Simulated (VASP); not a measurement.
# P (P6/mmm) in VASP: notebook

One crystal, P, is run at these levels: RPBE; tasks: relaxation of cell and atoms, single point.

All numbers are computed with VASP 6.6.1; they aren't measurements. Logs are shortened: lines on timing, memory, paths and dates and some standing lists are left out, and cuts for length are marked.

## (1) The crystal as given

The structure is hexagonal, space group P6/mmm (No. 191). The conventional cell has a = 4.414 Å, b = 4.414 Å, c = 2.706 Å, α = 90.00°, β = 90.00°, γ = 120.00°. P (site symmetry 6/mmm) is surrounded by 14 P at 2.71 to 2.89 Å. P (site symmetry -6m2) has 11 P at 2.55 to 2.89 Å as nearest neighbours.

The cell was built by a generator and needn't be a form met in nature.

## (2) Relaxation of cell and atoms, RPBE

Contents of INCAR:

```
  PREC = Accurate
  ENCUT = 600
  EDIFF = 1E-6
  ISMEAR = -1
  SIGMA = 0.1
  LREAL = False
  LASPH = True
  NELM = 100
  ALGO = Normal
  ISIF = 3
  LWAVE = False
  LCHARG = False
  GGA = RP
  IBRION = 2
  NSW = 80
  EDIFFG = -0.01
```

Contents of KPOINTS:

```
regular mesh
0
Gamma
  8 8 12
```

Contents of POSCAR:

```
P
1.0
    4.4144220315      0.0000000000      0.0000000000
   -2.2072110158      3.8230016223      0.0000000000
    0.0000000000      0.0000000000      2.7060407053
P
3
Direct
    0.0000000000      0.0000000000      0.0000000000
    0.3333333333      0.6666666667      0.5000000000
    0.6666666667      0.3333333333      0.5000000000
```

Potentials or basis: VASP PAW PBE potentials, release 64 (P).

On the command line:

```
$ cat potpaw_PBE.64/P/POTCAR > POTCAR
$ mpirun -np 1 vasp_std > vasp.out
```

OUTCAR:

```text
PREC = Accurate
   ENCUT = 600
   EDIFF = 1E-6
   ISMEAR = -1
   LREAL = False
   LASPH = True
   NELM = 100
   ISIF = 3
   GGA = RP
   IBRION = 2
   NSW = 80
   EDIFFG = -0.01

 ion  position               nearest neighbor table
   1  0.000  0.000  0.000-   2 2.89   3 2.89   2 2.89   3 2.89   3 2.89   3 2.89   2 2.89   2 2.89
                             3 2.89   3 2.89   2 2.89   2 2.89
   2  0.333  0.667  0.500-   3 2.55   3 2.55   3 2.55   1 2.89   1 2.89   1 2.89   1 2.89   1 2.89
                             1 2.89
   3  0.667  0.333  0.500-   2 2.55   2 2.55   2 2.55   1 2.89   1 2.89   1 2.89   1 2.89   1 2.89
                             1 2.89

  LATTYP: Found a hexagonal cell.
 ALAT       =     4.4144220315
 C/A-ratio  =     0.6130000000

  Lattice vectors:

 A1 = (   4.4144220315,   0.0000000000,   0.0000000000)
 A2 = (  -2.2072110158,   3.8230016223,   0.0000000000)
 A3 = (   0.0000000000,   0.0000000000,   2.7060407053)

Analysis of symmetry for initial positions (statically):
=====================================================================
 Subroutine PRICEL returns:
 Original cell was already a primitive cell.

 Routine SETGRP: Setting up the symmetry group for a
 hexagonal supercell.

 Subroutine GETGRP returns: Found 24 space group operations
 (whereof 24 operations were pure point group operations)
 out of a pool of 24 trial point group operations.

The static configuration has the point symmetry D_6h.

Analysis of symmetry for dynamics (positions and initial velocities):
=====================================================================
 Subroutine PRICEL returns:
 Original cell was already a primitive cell.

 Routine SETGRP: Setting up the symmetry group for a
 hexagonal supercell.

 Subroutine GETGRP returns: Found 24 space group operations
 (whereof 24 operations were pure point group operations)
 out of a pool of 24 trial point group operations.

The dynamic configuration has the point symmetry D_6h.

 Subroutine INISYM returns: Found 24 space group operations
 (whereof 24 operations are pure point group operations),
 and found     1 'primitive' translations

----------------------------------------------------------------------------------------

                                     Primitive cell

  volume of cell :      45.6681

  direct lattice vectors                    reciprocal lattice vectors
     4.414422032  0.000000000  0.000000000     0.226530221  0.130787284  0.000000000
    -2.207211016  3.823001622  0.000000000     0.000000000  0.261574569  0.000000000
     0.000000000  0.000000000  2.706040705     0.000000000  0.000000000  0.369543591

  length of vectors
     4.414422032  4.414422032  2.706040705     0.261574569  0.261574569  0.369543591

  position of ions in fractional coordinates (direct lattice)
     0.000000000  0.000000000  0.000000000
     0.333333333  0.666666667  0.500000000
     0.666666667  0.333333333  0.500000000

  ion indices of the primitive-cell ions
   primitive index   ion index
                 1           1
                 2           2
                 3           3

----------------------------------------------------------------------------------------

 KPOINTS: regular mesh

Automatic generation of k-mesh.
 Grid dimensions read from file:
 generate k-points for:    8    8   12

 Generating k-lattice:

  Cartesian coordinates                     Fractional coordinates (reciprocal lattice)
     0.028316278  0.016348411  0.000000000     0.125000000  0.000000000  0.000000000
     0.000000000  0.032696821  0.000000000     0.000000000  0.125000000  0.000000000
     0.000000000  0.000000000  0.030795299     0.000000000  0.000000000  0.083333333

  Length of vectors
     0.032696821  0.032696821  0.030795299

  Shift w.r.t. Gamma in fractional coordinates (k-lattice)
     0.000000000  0.000000000  0.000000000

 Subroutine IBZKPT returns following result:
 ===========================================

 Found     70 irreducible k-points:

 Following reciprocal coordinates:
            Coordinates               Weight
  0.000000  0.000000  0.000000      1.000000
  0.125000 -0.000000  0.000000      6.000000
  0.250000 -0.000000  0.000000      6.000000
  0.375000 -0.000000  0.000000      6.000000
  0.500000 -0.000000  0.000000      3.000000
  0.125000  0.125000  0.000000      6.000000
[... 16 lines left out ...]
  0.250000 -0.000000  0.166667     12.000000
  0.375000 -0.000000  0.166667     12.000000
 [... further k-points ...]
   k-points           NKPTS =     70   k-points in BZ     NKDIM =     70   number of bands    NBANDS=     11
   number of dos      NEDOS =    301   number of ions     NIONS =      3
   total plane-waves  NPLWV =  31104
   dimension x,y,z NGX =    36 NGY =   36 NGZ =   24
   dimension x,y,z NGXF=    72 NGYF=   72 NGZF=   48
   ions per type =               3
   NGX,Y,Z   is equivalent  to a cutoff of  13.56, 13.56, 14.74 a.u.
   NGXF,Y,Z  is equivalent  to a cutoff of  27.12, 27.12, 29.49 a.u.
 SYSTEM =  unknown system
   PREC   = accura    normal or accurate (medium, high low for compatibility)
   ISTART =      0    job   : 0-new  1-cont  2-samecut
   ICHARG =      2    charge: 1-file 2-atom 10-const
   ISPIN  =      1    spin polarized calculation?
   LNONCOLLINEAR =      F non collinear calculations
   LSORBIT =      F    spin-orbit coupling
   LASPH  =      T    aspherical Exc in radial PAW
   ENCUT  =  600.0 eV  44.10 Ry    6.64 a.u.   8.82  8.82  5.40*2*pi/ulx,y,z
   NELM   =    100;   NELMIN=  2; NELMDL= -5     # of ELM steps
   EDIFF  = 0.1E-05   stopping-criterion for ELM
   LREAL  =      F    real-space projection
   EDIFFG = -.1E-01   stopping-criterion for IOM
   NSW    =     80    number of steps for IOM
   IBRION =      2    ionic relax: 0-MD 1-quasi-New 2-CG
   NFREE  =      1    steps in history (QN), initial steepest desc. (CG)
   ISIF   =      3    stress and relaxation
   ISYM   =      2    0-nonsym 1-usesym 2-fastsym
   POTIM  = 0.5000    time-step for ionic-motion
   TEBEG  =    0.0;   TEEND  =   0.0 temperature during run
   PSTRESS=    0.0 pullay stress
   NELECT =      15.0000    total number of electrons
   NUPDOWN=      -1.0000    fix difference up-down
   EMIN   =  10.00;   EMAX   =-10.00  energy-range for DOS
   EFERMI =   0.00;   METHOD = LEGACY
   ISMEAR =    -1;   SIGMA  =   0.10  broadening in eV -4-tet -1-fermi 0-gaus
   EFERMI_NEDOS =   21; number of points for ismear=-14 and -15
   IALGO  =     38    algorithm
   IMIX   =      4    mixing-type and parameters
     AMIX     =   0.40;   BMIX     =  1.00
     AMIX_MAG =   1.60;   BMIX_MAG =  1.00
  volume/ion in A,a.u.               =      15.22       102.73
  Fermi-wavevector in a.u.,A,eV,Ry     =   1.129538  2.134518 17.359091  1.275857
  Thomas-Fermi vector in A             =   2.266232
   LORBIT       =      0    0 simple, 1 ext, 2 COOP (PROOUT), +10 PAW based schemes
   GGA     = RP    functional components
   LHFCALC =     F    Hartree Fock is set to
   AEXX    =    0.0000 exact exchange contribution
   IVDW    =     0    specifies the selected vdW correction
   LEPSILON=     F    determine dielectric tensor
   LRPA    =     F    only Hartree local field effects (RPA)
 conjugate gradient relaxation of ions
 non-spin polarized calculation
  energy-cutoff  :      600.00
  volume of cell :       45.67
 maximum number of plane-waves:      1553
 NGX is ok and might be reduce to    36
   NGX = 17   NGY = 17   NGZ = 11

--------------------------------------- Ionic step        1  -------------------------------------------

 number of electron      15.0000000 magnetization

 Free energy of the ion-electron system (eV)
  ---------------------------------------------------
  ext. energy  EPLUGINS =         0.00000000
  ---------------------------------------------------
  free energy    TOTEN  =       -12.81643432 eV

  energy without entropy =      -12.75429828  energy(sigma->0) =      -12.78536630

------------------------ aborting loop because EDIFF is reached ----------------------------------------

  FORCE on cell =-STRESS in cart. coord.  units (eV):
  Direction    XX          YY          ZZ          XY          YZ          ZX
  --------------------------------------------------------------------------------------
  -------------------------------------------------------------------------------------
  Total       -0.3663660     -0.3663660     -2.5246496      0.0000000     -0.0000000      0.0000000
  in kB      -12.8532548    -12.8532548    -88.5725261      0.0000000     -0.0000000      0.0000000
  external PRESSURE =     -38.0930119 kB  Pullay stress =       0.0000000 kB
[... 59 lines left out ...]
  energy  without entropy=      -12.8393124585  energy(sigma->0) =      -12.86443561

--------------------------------------- Ionic step        3  -------------------------------------------

 number of electron      14.9999998 magnetization

 E-fermi :  10.0568     XC(G=0): -11.5653

 val. band max:       10.0531055498   @ k =   0.3750  -0.0000   0.3333
 cond. band min:      10.0868692475   @ k =   0.1250   0.1250   0.4167
 fundamental gap:      0.0337636978
 Fermi energy:        10.0568009562

 k-point     1 :       0.0000    0.0000    0.0000
  band No.  band energies     occupation
      1      -6.4117      2.00000
      2       1.2767      2.00000
      3       1.3920      2.00000
      4       4.2526      2.00000
      5       4.2526      2.00000
      6       4.5668      2.00000
      7       4.5668      2.00000
      8      13.1374      0.00000
      9      16.4392      0.00000
     10      17.0362      0.00000
     11      17.0362      0.00000
[... 309 lines left out ...]
 k-point    24 :       0.3750   -0.0000    0.1667
  band No.  band energies     occupation
      1      -4.4630      2.00000
      2      -2.1023      2.00000
      3       0.4744      2.00000
      4       2.7647      2.00000
      5       7.7269      2.00000
      6       9.5396      1.98872
      7       9.6924      1.94906
      8      11.0369      0.00011
      9      12.2599      0.00000
     10      12.7553      0.00000
     11      13.4291      0.00000

 [... further k-points ...]

------------------------ aborting loop because EDIFF is reached ----------------------------------------

  FORCE on cell =-STRESS in cart. coord.  units (eV):
  Direction    XX          YY          ZZ          XY          YZ          ZX
  --------------------------------------------------------------------------------------
  -------------------------------------------------------------------------------------
  Total        0.9697970      0.9697970     -0.3778889     -0.0000000     -0.0000000      0.0000000
  in kB       36.5197355     36.5197355    -14.2301982     -0.0000000     -0.0000000      0.0000000
  external PRESSURE =      19.6030910 kB  Pullay stress =       0.0000000 kB
[... 133 lines left out ...]
  energy  without entropy=      -12.8759155372  energy(sigma->0) =      -12.89779768

--------------------------------------- Ionic step        7  -------------------------------------------

 number of electron      15.0000002 magnetization

 Free energy of the ion-electron system (eV)
  ---------------------------------------------------
  ext. energy  EPLUGINS =         0.00000000
  ---------------------------------------------------
  free energy    TOTEN  =       -12.91981537 eV

  energy without entropy =      -12.87631339  energy(sigma->0) =      -12.89806438

 E-fermi :   9.7226     XC(G=0): -11.4582

 val. band max:        9.7124813342   @ k =   0.1250  -0.0000   0.3333
 cond. band min:       9.7657435869   @ k =   0.1250   0.1250   0.3333
 fundamental gap:      0.0532622527
 Fermi energy:         9.7226316950

 k-point     1 :       0.0000    0.0000    0.0000
  band No.  band energies     occupation
      1      -6.5113      2.00000
      2       0.5840      2.00000
      3       0.6694      2.00000
      4       3.9980      2.00000
      5       3.9980      2.00000
      6       4.2508      2.00000
      7       4.2508      2.00000
      8      13.6539      0.00000
      9      16.1145      0.00000
     10      16.1145      0.00000
     11      16.7878      0.00000
[... 309 lines left out ...]
 k-point    24 :       0.3750   -0.0000    0.1667
  band No.  band energies     occupation
      1      -4.6033      2.00000
      2      -2.3655      2.00000
      3      -0.0478      2.00000
      4       2.5903      2.00000
      5       7.1688      2.00000
      6       9.1012      1.99601
      7       9.8079      0.59765
      8      10.7245      0.00009
      9      11.5430      0.00000
     10      12.4694      0.00000
     11      12.8485      0.00000

 [... further k-points ...]

------------------------ aborting loop because EDIFF is reached ----------------------------------------

  FORCE on cell =-STRESS in cart. coord.  units (eV):
  Direction    XX          YY          ZZ          XY          YZ          ZX
  --------------------------------------------------------------------------------------
  -------------------------------------------------------------------------------------
  Total        0.0246838      0.0246838     -0.0254708     -0.0000000      0.0000000     -0.0000000
  in kB        0.9083140      0.9083140     -0.9372744     -0.0000000      0.0000000     -0.0000000
  external PRESSURE =       0.2931179 kB  Pullay stress =       0.0000000 kB
[... 18 lines left out ...]
  FREE ENERGIE OF THE ION-ELECTRON SYSTEM (eV)
  ---------------------------------------------------
  free  energy   TOTEN  =       -12.9198153705 eV

  energy  without entropy=      -12.8763133882  energy(sigma->0) =      -12.89806438

 reached required accuracy - stopping structural energy minimisation
```

It took 72 s on 1 thread of AMD EPYC 9R45 (Zen 5), shared host; peak memory 0.16 GiB.

What came out:

* Free energy: -12.9198 eV
* Relaxed volume: 14.51 Å³/atom
* Relaxed cell: a = 4.467 Å, b = 4.467 Å, c = 2.519 Å, α = 90.00°, β = 90.00°, γ = 120.00°
* Space group after relaxing (to 0.05 Å): P6/mmm (No. 191)
* Energy gained by relaxing: 34.5 meV/atom
* Ionic steps: 7
* Pressure after relaxing: 0.0 GPa
* Band gap on the k mesh: none (metal or under the smearing width)

Stress tensor (GPa, compression positive):
```
 0.09  0.00  0.00
 0.00  0.09  0.00
 0.00  0.00 -0.09
```

The path:
```
step  energy change (eV)  largest force (eV/Å)  pressure (GPa)  volume (Å³)
   1              0.0000                0.0000           -3.81        45.67
   2             -0.0731                0.0000            0.34        43.30
   3             -0.0795                0.0000            1.96        42.55
   4             -0.1015                0.0000            1.06        43.03
   5             -0.1021                0.0000            0.94        43.12
   6             -0.1032                0.0000           -0.25        43.68
   7             -0.1034                0.0000            0.03        43.54
```

Final structure:
```
P
1.0
     4.46736    0.00000    0.00000
    -2.23368    3.86885    0.00000
     0.00000    0.00000    2.51915
P
3
Direct
  0.00000 0.00000 0.00000
  0.33333 0.66667 0.50000
  0.66667 0.33333 0.50000
```

Levels at points of the mesh, in eV from the Fermi level:
```tsv
k point	band 6	band 7	band 8	band 9	band 10	band 11
(0.00, 0.00, 0.00)	-5.47	-5.47	3.93	6.39	6.39	7.07
(0.50, 0.00, 0.00)	-0.99	0.63	1.02	2.54	5.72	5.75
(0.00, 0.00, 0.50)	-3.20	-2.46	-2.46	-0.58	-0.58	0.11
(0.50, 0.00, 0.50)	-4.44	-3.66	-1.60	2.10	2.74	3.97
```

Caveat: the PAW data sets were made with another functional, which shifts forces and pressure a little.

(Continued in part 2 of 2.)
